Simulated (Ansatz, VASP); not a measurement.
## Two plane-wave programs on ZnSnN2

```xyz
8
Lattice="3.5337 0.0000 0.0000 0.0000 3.5337 0.0000 0.0000 0.0000 9.3496" Properties=species:S:1:pos:R:3 pbc="T T T"
Zn    1.7669    0.0000    8.4503
Zn    0.0000    1.7669    0.8993
N     1.7669    1.7669    0.0000
N     0.0000    0.0000    2.2690
N     1.7669    1.7669    4.6748
N     0.0000    0.0000    7.0807
Sn    1.7669    0.0000    3.3283
Sn    0.0000    1.7669    6.0213
```

Alike in both runs: task single point; functional PBE; k mesh 6 × 6 × 2; occupations fermi-dirac, width 0.02 eV; no spin polarisation.

|  | VASP | Ansatz |
| --- | --- | --- |
| version | VASP 6.6.1 | Ansatz 0.2.0 |
| potentials or method | VASP PAW PBE potentials, release 64 (Zn, N, Sn_d) | plane waves, PAW |
| plane-wave cutoff (eV) | 520 | 420 |
| valence electrons in the cell | 72 | 72 |

|  | VASP | Ansatz | Ansatz less VASP |
| --- | --- | --- | --- |
| pressure (GPa) | -3.3 | -3.6 | -0.29 |
| largest component of the traceless stress (GPa) | 0.47 | 0.55 | +0.080 |
| rms of the force components (eV/Å) | 0.035 | 0.033 | -0.0016 |
